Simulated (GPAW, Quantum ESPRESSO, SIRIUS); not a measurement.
Nb: 3 runs at one level of theory

```
CELL_PARAMETERS angstrom
-1.66395 1.66395 1.66395
1.66395 -1.66395 1.66395
1.66395 1.66395 -1.66395
ATOMIC_POSITIONS crystal
Nb 0.00000 0.00000 0.00000
```

Alike in all runs: task equation of state; functional PBE; dispersion D3(BJ); k mesh 11 × 11 × 11; occupations fermi-dirac, width 0.05 eV; no spin polarisation; no spin-orbit coupling.

| program and potentials | plane-wave cutoff (eV) | notes | equilibrium volume (Å³/atom) | bulk modulus (GPa) |
| --- | --- | --- | --- | --- |
| GPAW, GPAW PAW data sets (gpaw-data 1.2.1) | 600 | - | 17.43 | 181.7 |
| Quantum ESPRESSO, PseudoDojo 0.4.1 SR PBE standard | 1116 | - | 17.66 | 179.1 |
| SIRIUS, all-electron FP-LAPW, apw+lo standard | - | - | 17.49 | 179.3 |

The equilibrium volume spans 17.43 (GPAW, GPAW PAW data sets (gpaw-data 1.2.1)) to 17.66 Å³/atom (Quantum ESPRESSO, PseudoDojo 0.4.1 SR PBE standard), with all-electron results at 17.49. The bulk modulus spans 179.1 (Quantum ESPRESSO, PseudoDojo 0.4.1 SR PBE standard) to 181.7 GPa (GPAW, GPAW PAW data sets (gpaw-data 1.2.1)), with all-electron results at 179.3. For a metal such a mesh isn't converged, which the comparison doesn't need.

Differences between rows come from potentials, basis sets and numerical settings, since the functional is the same but for its coding. Runs on potential files found faulty are left out.
